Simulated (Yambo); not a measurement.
# PbSe (Pm-3m) in Yambo: a series of runs

One crystal, PbSe, is run at these levels: PBEsol; tasks: optical spectrum.

Everything below comes from runs of Yambo 5.3.0. Logs are shortened: lines on timing, memory, paths and dates and some standing lists are left out, and cuts for length are marked.

**1. The structure**

It takes space group Pm-3m (No. 221, cubic). Conventional cell: a = 3.784 Å, b = 3.784 Å, c = 3.784 Å, α = 90.00°, β = 90.00°, γ = 90.00°. Around Pb (site symmetry m-3m) lie 8 Se at 3.28 Å. Se (site symmetry m-3m) has 8 Pb at 3.28 Å as nearest neighbours.

Measurements of this composition are mostly on another form, of space group No. 225.

**2. Optical spectrum, PBEsol**

The input, optics3.in:

```
optics
chi
Chimod= "IP"
% BndsRnXd
 1 | 30 |
%
% LongDrXd
 0 | 1 | 0 |
%
% QpntsRXd
 1 | 1 |
%
% EnRngeXd
 0 | 10 | eV
%
% DmRngeXd
 0.1 | 0.1 | eV
%
ETStpsXd= 150
```

The input, scf.in:

```
&CONTROL
  calculation = 'scf'
  prefix = 'pwscf'
  outdir = './tmp'
  pseudo_dir = './pseudo'
/
&SYSTEM
  ibrav = 0
  A = 3.784322
  nat = 2
  ntyp = 2
  ecutwfc = 86
  nbnd = 22
  occupations = 'smearing'
  smearing = 'fd'
  degauss = 0.00367493
  force_symmorphic = .true.
/
&ELECTRONS
  conv_thr = 4d-10
  electron_maxstep = 120
  mixing_beta = 0.5
/
ATOMIC_SPECIES
Pb   207.2000 Pb.upf
Se    78.9710 Se.upf
CELL_PARAMETERS alat
   1.0000000000    0.0000000000    0.0000000000
   0.0000000000    1.0000000000    0.0000000000
   0.0000000000    0.0000000000    1.0000000000
ATOMIC_POSITIONS alat
Pb     0.0000000000    0.0000000000    0.0000000000
Se     0.5000000000    0.5000000000    0.5000000000
K_POINTS automatic
14 14 14 0 0 0
```

The input, nscf.in:

```
&CONTROL
  calculation = 'nscf'
  prefix = 'pwscf'
  outdir = './tmp'
  pseudo_dir = './pseudo'
/
&SYSTEM
  ibrav = 0
  A = 3.784322
  nat = 2
  ntyp = 2
  ecutwfc = 86
  nbnd = 40
  occupations = 'smearing'
  smearing = 'fd'
  degauss = 0.00367493
  force_symmorphic = .true.
/
&ELECTRONS
  conv_thr = 1d-08
  diago_full_acc = .true.
  diago_thr_init = 1d-06
/
ATOMIC_SPECIES
Pb   207.2000 Pb.upf
Se    78.9710 Se.upf
CELL_PARAMETERS alat
   1.0000000000    0.0000000000    0.0000000000
   0.0000000000    1.0000000000    0.0000000000
   0.0000000000    0.0000000000    1.0000000000
ATOMIC_POSITIONS alat
Pb     0.0000000000    0.0000000000    0.0000000000
Se     0.5000000000    0.5000000000    0.5000000000
K_POINTS automatic
14 14 14 0 0 0
```

Potentials or basis: PseudoDojo 0.4.1 SR PBEsol standard.

Launch:

```bash
$ OMP_NUM_THREADS=1 pw.x -in scf.in > scf.out
$ OMP_NUM_THREADS=1 pw.x -in nscf.in > nscf.out
$ cd tmp/pwscf.save; p2y; mv SAVE ../..; cd ../..
$ OMP_NUM_THREADS=1 yambo
$ OMP_NUM_THREADS=1 yambo -F optics3.in -J optics3 -C optics3_out
```

Yambo's report:

```text
[... sections 02.01 to 02.04 as in the set-up run ...]

  [02.05] Energies & Occupations
  ==============================

  [X] === General ===
  [X] Electronic Temperature                        :  0.258606E-1   300.100    [eV K]
  [X] Bosonic    Temperature                        :  0.258606E-1   300.100    [eV K]
  [X] Finite Temperature mode                       : yes
  [X] El. density                                   :  0.55355E+24 [cm-3]
  [X] Fermi Level                                   :  9.828893 [eV]

  [X] === Gaps and Widths ===
  [X] Conduction Band Min                           :  9.828893 [eV]
  [X] Valence Band Max                              :  9.828893 [eV]
  [X] Filled Bands                                  :  14
  [X] Metallic Bands                                :  15  18
  [X] Empty Bands                                   :   19   40

  [X] === Metallic Characters ===
  [X] N of el / N of met el                         :  30.00000   2.09769
  [X] Average metallic occ.                         :  0.131105

  [WARNING] [X] Metallic system

 [03] Transferred momenta grid and indexing
 ==========================================

 IBZ Q-points                                      :  120
 BZ  Q-points                                      :  2744

 K/Q-points units:
 rlu = crystal or reduced units; cc = cartesian coordinates; iku = interal k-units

 Q [  1]        [rlu]:  0.000000  0.000000  0.000000
 Q [  2]        [rlu]:  0.000000  0.000000  0.071429
 Q [  3]        [rlu]:  0.000000  0.000000  0.142857
 Q [  4]        [rlu]:  0.000000  0.000000  0.214286
 Q [  5]        [rlu]:  0.000000  0.000000  0.285714
 Q [  6]        [rlu]:  0.000000  0.000000  0.357143
[... 42 lines left out ...]
 Q [ 49]        [rlu]:  0.071429  0.142857 -0.500000
 Q [ 50]        [rlu]:  0.071429  0.214286  0.214286

 Remaining 70 points informations can be written running with -fatlog

 [WARNING] [Xd] User bands 1-30 break level degeneracy

 [04] Dipoles
 ============

  [04.01] Setup: observables and procedures
  =========================================

  [WF-Oscillators/G space/Transverse up loader] Normalization (few states)  min/max  :  0.000000  1.000000

  [WR./optics3//ndb.dipoles]------------------------------------------------------
   Brillouin Zone Q/K grids (IBZ/BZ)                :   120  2744   120  2744
   RL vectors                                       :   6187 [WF]
   Fragmentation                                    : yes
   Electronic Temperature                           :  300.1000 [K]
   Bosonic    Temperature                           :  300.1000 [K]
   DIP band range                                   :   1  30
   DIP band range limits                            :  18  15
   DIP e/h energy range                             : -1.000000 -1.000000 [eV]
   RL vectors in the sum                            :   6187
   [r,Vnl] included                                 : yes
   Bands ordered                                    : yes
   Direct v evaluation                              : no
   Approach used                                    : G-space v
   Dipoles computed                                 : R V P [G-space]
   Wavefunctions                                    : Perdew, Burke & Ernzerhof SOL(X)+Perdew, Burke & Ernzerhof SOL(C)

  [WARNING] [r,Vnl^pseudo] included in position and velocity dipoles.

  [WARNING] In case H contains other non local terms, these are neglected

 [05] Optics
 ===========

 [X-CG] R(p) Tot o/o(of R):    18747   647133      100

 [WARNING] The system is a metal but Drude term not included.
```

Run time: 5.2 min. Hardware: 1 thread of Arm Neoverse V2, shared host; peak memory 0.35 GiB.

Results:

```yaml
Band_gap_on_the_k_mesh_mean-field_level: none (metal or under the smearing width)
```

Dielectric function (along the field direction of the input):
| energy (eV) | real part | imaginary part |
| --- | --- | --- |
| 0.27 | 36.04 | 40.79 |
| 0.74 | 19.34 | 5.81 |
| 1.28 | 16.54 | 9.76 |
| 1.74 | 20.84 | 18.44 |
| 2.28 | 9.91 | 25.69 |
| 2.82 | 4.87 | 22.39 |
| 3.29 | 3.07 | 18.01 |
| 3.83 | -7.26 | 19.27 |
| 4.36 | -6.51 | 9.61 |
| 4.83 | -5.94 | 6.51 |
| 5.37 | -4.78 | 3.82 |
| 5.84 | -2.97 | 2.94 |
| 6.38 | -0.34 | 3.10 |
| 6.91 | -2.47 | 3.61 |
| 7.38 | -2.20 | 3.31 |
| 7.92 | -2.50 | 3.73 |
| 8.46 | -2.03 | 2.36 |
| 8.93 | -1.47 | 1.45 |
| 9.46 | -0.95 | 1.56 |
| 10.00 | -0.47 | 2.10 |

Caveat: the intraband (Drude) term of the metal is left out; the ground state has no gap, which makes the many-body step unreliable; independent-particle spectra lack excitons. Spin-orbit coupling is left out, which matters for the levels of Pb.

**3. Optical spectrum, PBEsol**

The input, optics4.in:

```
optics
chi
Chimod= "HARTREE"
% BndsRnXd
 1 | 30 |
%
NGsBlkXd= 4 Ry
% LongDrXd
 1 | 0 | 0 |
%
% QpntsRXd
 1 | 1 |
%
% EnRngeXd
 0 | 15 | eV
%
% DmRngeXd
 0.2 | 0.2 | eV
%
ETStpsXd= 150
```

scf.in is that of step 2.

nscf.in is that of step 2.

Potentials or basis: PseudoDojo 0.4.1 SR PBEsol standard.

Launch:

```bash
$ OMP_NUM_THREADS=1 pw.x -in scf.in > scf.out
$ OMP_NUM_THREADS=1 pw.x -in nscf.in > nscf.out
$ cd tmp/pwscf.save; p2y; mv SAVE ../..; cd ../..
$ OMP_NUM_THREADS=1 yambo
$ OMP_NUM_THREADS=1 yambo -F optics4.in -J optics4 -C optics4_out
```

Yambo's report:

```text
[... sections 02.01 to 02.04 as in the set-up run ...]

  [02.05] Energies & Occupations
  ==============================

  [X] === General ===
  [X] Electronic Temperature                        :  0.258606E-1   300.100    [eV K]
  [X] Bosonic    Temperature                        :  0.258606E-1   300.100    [eV K]
  [X] Finite Temperature mode                       : yes
  [X] El. density                                   :  0.55355E+24 [cm-3]
  [X] Fermi Level                                   :  9.828893 [eV]

  [X] === Gaps and Widths ===
  [X] Conduction Band Min                           :  9.828893 [eV]
  [X] Valence Band Max                              :  9.828893 [eV]
  [X] Filled Bands                                  :  14
  [X] Metallic Bands                                :  15  18
  [X] Empty Bands                                   :   19   40

  [X] === Metallic Characters ===
  [X] N of el / N of met el                         :  30.00000   2.09769
  [X] Average metallic occ.                         :  0.131105

  [WARNING] [X] Metallic system

 [03] Transferred momenta grid and indexing
 ==========================================

 IBZ Q-points                                      :  120
 BZ  Q-points                                      :  2744

 K/Q-points units:
 rlu = crystal or reduced units; cc = cartesian coordinates; iku = interal k-units

 Q [  1]        [rlu]:  0.000000  0.000000  0.000000
 Q [  2]        [rlu]:  0.000000  0.000000  0.071429
 Q [  3]        [rlu]:  0.000000  0.000000  0.142857
 Q [  4]        [rlu]:  0.000000  0.000000  0.214286
 Q [  5]        [rlu]:  0.000000  0.000000  0.285714
 Q [  6]        [rlu]:  0.000000  0.000000  0.357143
[... 42 lines left out ...]
 Q [ 49]        [rlu]:  0.071429  0.142857 -0.500000
 Q [ 50]        [rlu]:  0.071429  0.214286  0.214286

 Remaining 70 points informations can be written running with -fatlog

 [WARNING] [Xd] User bands 1-30 break level degeneracy

 [04] Dipoles
 ============

  [04.01] Setup: observables and procedures
  =========================================

  [WF-Oscillators/G space/Transverse up loader] Normalization (few states)  min/max  :  0.000000  1.000000

  [WR./optics4//ndb.dipoles]------------------------------------------------------
   Brillouin Zone Q/K grids (IBZ/BZ)                :   120  2744   120  2744
   RL vectors                                       :   6187 [WF]
   Fragmentation                                    : yes
   Electronic Temperature                           :  300.1000 [K]
   Bosonic    Temperature                           :  300.1000 [K]
   DIP band range                                   :   1  30
   DIP band range limits                            :  18  15
   DIP e/h energy range                             : -1.000000 -1.000000 [eV]
   RL vectors in the sum                            :   6187
   [r,Vnl] included                                 : yes
   Bands ordered                                    : yes
   Direct v evaluation                              : no
   Approach used                                    : G-space v
   Dipoles computed                                 : R V P [G-space]
   Wavefunctions                                    : Perdew, Burke & Ernzerhof SOL(X)+Perdew, Burke & Ernzerhof SOL(C)

  [WARNING] [r,Vnl^pseudo] included in position and velocity dipoles.

  [WARNING] In case H contains other non local terms, these are neglected

 [05] Optics
 ===========

 [X-CG] R(p) Tot o/o(of R):    18747   647133      100

 [WARNING] The system is a metal but Drude term not included.
```

o-optics4.eps_q1_inv_rpa_dyson:

```text
# Absorption @ Q(1):   1.00000000      0.00000000      0.00000000    [q->0 direction]
#
# [ X ] Hartree size                              :   81
# [GEN] GF Energies                               : Perdew, Burke & Ernzerhof SOL(X)+Perdew, Burke & Ernzerhof SOL(C)
# [GEN] Green`s Function                          : Retarded
#
# [GEN] Gauge                                     : Length
# [GEN] [r,Vnl] included                          : yes
#
#    E[1] [eV]          Im(eps)            Re(eps)            Im(eps_o)          Re(eps_o)
#
        0.000000           0.119558E-6        44.63910           0.20031E-15        46.65627
        0.100671           9.420527           43.21421           9.521426           45.21914
        0.201342           18.49058           37.11298           18.68590           39.06283
        0.302013           22.11809           26.25129           22.34212           28.11025
        0.402685           18.00943           17.85037           18.19282           19.67448
        0.503356           12.77235           15.42873           12.92855           17.28487
[... 142 lines left out ...]
        14.89933           0.445186           0.222997           0.492151          -0.067200
        15.00000           0.446554           0.241910           0.463527          -0.043987
#
```

Wall time 5.8 min (1 thread of Arm Neoverse V2, shared host); peak memory 1.1 GiB.

What came out:

```yaml
Band_gap_on_the_k_mesh_mean-field_level: none (metal or under the smearing width)
```

Dielectric function (along the field direction of the input):
```tsv
energy (eV)	real part	imaginary part
0.30	26.25	22.12
0.60	15.74	9.38
1.01	19.33	9.55
1.41	18.74	9.42
1.71	18.84	14.96
2.11	13.57	20.62
2.52	7.70	18.10
2.92	3.96	18.87
3.22	2.14	16.56
3.62	-1.22	17.68
4.03	-6.36	13.43
4.43	-5.37	9.21
4.73	-5.39	7.36
5.13	-4.94	5.55
5.54	-3.78	3.76
5.94	-2.66	2.97
6.24	-1.70	2.65
6.64	-1.28	3.44
7.05	-1.59	2.87
7.45	-1.44	2.69
7.75	-1.06	2.83
8.15	-1.47	2.48
8.56	-1.62	2.11
8.96	-1.28	1.45
9.26	-0.96	1.46
9.66	-0.79	1.27
10.07	-0.54	1.38
10.47	-0.54	1.28
10.77	-0.51	1.19
11.17	-0.47	1.14
11.58	-0.35	0.96
11.98	-0.26	0.90
12.28	-0.16	0.86
12.68	-0.08	0.91
13.09	-0.10	1.00
13.49	-0.33	0.77
13.79	-0.21	0.51
14.19	0.01	0.45
14.60	0.14	0.43
15.00	0.24	0.45
```

Caveat: the intraband (Drude) term of the metal is left out; the ground state has no gap, which makes the many-body step unreliable; these spectra lack excitons. The run has no spin-orbit coupling, so splittings on Pb are missing.
